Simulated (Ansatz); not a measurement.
A trial structure of C was built thus: 4-connected net of one element (I4_122, No. 98). Lengths were set from tabulated atomic sizes, so they are only a guess.

```yaml
crystal:
  lattice:
    - [-1.38859, 1.38859, 2.76956]
    - [1.38859, -1.38859, 2.76956]
    - [1.38859, 1.38859, -2.76956]
  atoms:
    - { symbol: C, position: [0.37500, 0.98638, 0.11138] }
    - { symbol: C, position: [0.73638, 0.12500, 0.11138] }
    - { symbol: C, position: [0.01362, 0.62500, 0.88862] }
    - { symbol: C, position: [0.87500, 0.26362, 0.88862] }
```

The calculation used Ansatz, DFT PBE, scalar-relativistic, plane waves, PAW. Cutoff 420 eV, Gaussian smearing, Γ-centred meshes. Cell and atoms relax first on a coarse mesh and then on a finer one. In between, the cell is made exact in the group found at 0.06 Å. In metals the finer mesh still leaves noise of several meV/atom or more. The steps can't lower the symmetry of their start. No spin polarisation in the relaxation; trial moments died out in a coarse test.

A guess keeps its type if space group and coordination stay and the shape of the cell changes little (axis ratios within about 15 %, angles within 6°); the volume may change.

Question: Will the relaxed cell still be of the starting type?

Answer: It keeps its type. The symmetry stays I4_122 (No. 98). The volume per atom grows by 17.8 %, from 5.3 to 6.3 Å³. The shortest distance goes from 1.45 Å (C–C) to 1.57 Å (C–C). The ratio c/a of the conventional cell changes by a factor of 1.02. Counting neighbours within 15 % of an atom's shortest distance, the start has C 4 and the end C 4.

The last run used a 22×22×22 mesh for its 4-atom cell and Gaussian smearing of 0.10 eV. A structure relaxed within its symmetry needn't be a true minimum. Another cell of C relaxed alike, in Fd-3m, lies 1.67 eV/atom lower, so this cell isn't the stable form at this level.
